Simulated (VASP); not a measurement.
An input for Quantum ESPRESSO's pw.x (written as the equivalent of a VASP run, and not itself run):

```
&CONTROL
  calculation = 'scf'
  pseudo_dir = './pseudo'
  outdir = './out'
  tprnfor = .true.
  tstress = .true.
/
&SYSTEM
  ibrav = 0
  nat = 8
  ntyp = 4
  ecutwfc = 92
  occupations = 'smearing'
  smearing = 'gaussian'
  degauss = 0.00147
  input_dft = 'pbe'
  nspin = 2
  starting_magnetization(2) = 0.1
  starting_magnetization(3) = -0.1
/
&ELECTRONS
  conv_thr = 7.3e-08
  electron_maxstep = 100
/
ATOMIC_SPECIES
  In 114.818 In.upf
  Cu1 63.546 Cu.upf
  Cu2 63.546 Cu.upf
  S 32.060 S.upf
CELL_PARAMETERS angstrom
    -2.7740760    2.7740760    5.5933820
     2.7740760   -2.7740760    5.5933820
     2.7740760    2.7740760   -5.5933820
ATOMIC_POSITIONS crystal
  In   0.5000000  0.5000000  0.0000000
  In   0.2500000  0.7500000  0.5000000
  Cu1  0.0000000  0.0000000  0.0000000
  Cu2  0.7500000  0.2500000  0.5000000
  S    0.8750000  0.8950000  0.5200000
  S    0.1050000  0.6250000  0.9800000
  S    0.3750000  0.3550000  0.4800000
  S    0.6450000  0.1250000  0.0200000
K_POINTS automatic
  6 6 6 0 0 0
```

Write the VASP files for the same calculation (PBE).

This is not unique; one that fits is 
INCAR:
```
# general
SYSTEM  = CuInS2
PREC    = Accurate
ENCUT   = 300
LREAL   = .FALSE.
LASPH   = .TRUE.

# electronic loop
EDIFF   = 1E-6
NELM    = 100
ALGO    = Normal
LMAXMIX = 4

# smearing
ISMEAR  = 0
SIGMA   = 0.02

# functional
GGA     = PE

# spin
ISPIN   = 2
MAGMOM  = 2*0.0 1.0 -1.0 4*0.0

# ions
ISIF    = 2

# output
LWAVE   = .FALSE.
LCHARG  = .FALSE.
LORBIT  = 11
```

**KPOINTS**
```
Automatic
0
G
 6 6 6
0 0 0
```

**POSCAR**
```
CuInS2
6.8320510
 -0.4060385381   0.4060385381   0.8186973429
  0.4060385381  -0.4060385381   0.8186973429
  0.4060385381   0.4060385381  -0.8186973429
In Cu S
2 2 4
Cart
  0.0000000000   0.0000000000   0.8186973429
  0.4060385381   0.0000000000   0.4093486714
  0.0000000000   0.0000000000   0.0000000000
  0.0000000000   0.4060385381   0.4093486714
  0.2192608106   0.2030192690   1.0233716786
  0.6090578071   0.1867777275  -0.2046743357
  0.1867777275   0.2030192690   0.2046743357
 -0.2030192690   0.2192608106   0.6140230071
```

POTCAR, in this order: In_d Cu S (PBE.64 set). Program: vasp_std.

The two are equivalent in intent, not identical: the potentials are each code's own (VASP's PAW set, PseudoDojo norm-conserving files in pw.x), so ENCUT and ecutwfc are chosen apart and not converted; conv_thr bounds pw.x's estimated SCF error, while EDIFF bounds the energy change between steps; starting_magnetization is a fraction of the valence charge and MAGMOM a moment in μB, so they match only roughly.

The structure is a typed CuInS2 crystal. The cell was not relaxed at this level. The run is one of a series of settings (ISPIN = 2, MAGMOM = 0.0 0.0 1.0 -1.0 0.0 0.0 0.0 0.0 against the base run), some of them coarse on purpose.
